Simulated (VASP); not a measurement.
Wanted: the native input for a VASP 6.6.1 run.

* Task: single point
* Functional: PBE
* Potentials or basis: VASP PAW PBE potentials, release 64 (Zn, Ga_d, O)
* Cutoff: 520 eV
* k mesh: 9 × 9 × 2
* Occupations: gaussian, width 0.15 eV
* Spin: no spin polarisation
* Further INCAR settings: PREC = Normal; LREAL = Auto; ALGO = Fast; EDIFF = 1e-05; NBANDS = 81

The structure of Zn2Ga2O3 lies in POSCAR:

```
Zn2Ga2O3
1.0
    5.9601040000      0.0000000000      0.0000000000
   -1.4900260000      2.5808000000      0.0000000000
    0.0000000000      0.0000000000     13.7759400000
Zn Ga O
4 4 6
Direct
    0.1666665000      0.6666670000      0.4157070000
    0.6666665000      0.6666670000      0.4157070000
    0.3333335000      0.3333330000      0.5842930000
    0.8333335000      0.3333330000      0.5842930000
    0.1666665000      0.6666670000      0.1034280000
    0.6666665000      0.6666670000      0.1034280000
    0.3333335000      0.3333330000      0.8965720000
    0.8333335000      0.3333330000      0.8965720000
    0.3333335000      0.3333330000      0.1603190000
    0.8333335000      0.3333330000      0.1603190000
    0.1666665000      0.6666670000      0.8396810000
    0.6666665000      0.6666670000      0.8396810000
    0.0000000000      0.0000000000      0.0000000000
    0.5000000000      0.0000000000      0.0000000000
```

The cell was built by a generator and needn't be a form met in nature.

One way to write it, as run:

INCAR

```
SYSTEM = Zn2Ga2O3
ALGO = Fast
EDIFF = 1E-5
ENCUT = 520
GGA = PE
ISIF = 2
ISMEAR = 0
KPAR = 2
LASPH = .True.
LCHARG = .False.
LREAL = Auto
LWAVE = .False.
NBANDS = 81
NELM = 80
PREC = Normal
SIGMA = 0.15
```

KPOINTS

```
k-points
0
Gamma
  9 9 2
  0 0 0
```

Potentials or basis: VASP PAW PBE potentials, release 64 (Zn, Ga_d, O).

Command:

```console
$ cat potpaw_PBE.64/Zn/POTCAR potpaw_PBE.64/Ga_d/POTCAR potpaw_PBE.64/O/POTCAR > POTCAR
$ mpirun -np 2 vasp_std > vasp.out
```

Results of the run:

* Pressure: 0.0 GPa
* Largest force: 0.085 eV/Å
* Band gap on the k mesh: none (metal or under the smearing width)

Wall time 6.5 min on 2 MPI ranks on Intel(R) Xeon(R) Platinum 8488C (Sapphire Rapids), with other jobs on the host, peak memory 0.57 GiB a rank.
